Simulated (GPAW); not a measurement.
Crystal: MnSi.

```
Mn Si
1.0
     0.00000    2.52722    2.52722
     2.52722    0.00000    2.52722
     2.52722    2.52722    0.00000
Mn Si
1 1
Direct
  0.00000 0.00000 0.00000
  0.25000 0.25000 0.25000
```

The cell was built by a generator and needn't be a form met in nature.

Base run:

```yaml
Program: GPAW 26.7.0
Functional: TPSS
Potentials_or_basis: GPAW PAW data sets (gpaw-data 1.2.1)
Cutoff: 600 eV
Basis: pw
k_mesh: 9 × 9 × 9
Occupations: fermi-dirac, width 0.05 eV
Spin: collinear spin, ferromagnetic start
Starting_moments: "[4.0, 0.0] μB"
```

Its results: pressure 18.8 GPa; net moment 2.08 μB per cell; site moments Mn +2.19; Si -0.13 μB.

Problem. The run is repeated on the same cell with these changes: functional from TPSS to r2SCAN. What comes out?

Solution. Pressure 22.6 GPa; net moment 2.29 μB per cell; site moments Mn +2.53; Si -0.21 μB.

Caveats: the PAW data sets were made with another functional, which shifts forces and pressure a little.

Not every run made on this cell is shown here.
